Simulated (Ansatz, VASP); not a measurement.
# One calculation of Sb4Pt, two programs

```
CELL_PARAMETERS angstrom
-3.28136 3.28136 3.28136
3.28136 -3.28136 3.28136
3.28136 3.28136 -3.28136
ATOMIC_POSITIONS crystal
Sb 0.50000 0.50000 0.50000
Sb 0.00000 0.00000 0.50000
Sb 0.00000 0.50000 0.00000
Sb 0.50000 0.00000 0.00000
Pt 0.00000 0.00000 0.00000
```

Alike in both runs: functional PBE; k mesh 4 × 4 × 4; occupations gaussian, width 0.1 eV; no spin polarisation.

Ansatz relaxed the structure, and its values are those at the end. VASP's run is a single point on that final structure, the one shown.

|  | VASP | Ansatz |
| --- | --- | --- |
| version | VASP 6.6.1 | Ansatz 0.2.0 |
| potentials or method | VASP PAW PBE potentials, release 64 (Sb, Pt) | scalar-relativistic, plane waves, PAW |
| plane-wave cutoff (eV) | 520 | 420 |
| valence electrons in the cell | 30 | 78 |

|  | VASP | Ansatz | Ansatz less VASP |
| --- | --- | --- | --- |
| gap on the k mesh at the Fermi level (eV) | none | none | - |
| pressure (GPa) | -0.2 | 0.0 | +0.16 |

A gap of «none» marks a metal or a gap that the smearing closes. The functional is the same, so the differences come from potentials, cutoffs and numerics. The two sets of potentials don't hold the same shells in valence.

The runs have no spin-orbit coupling, so splittings on Pt, Sb are missing.
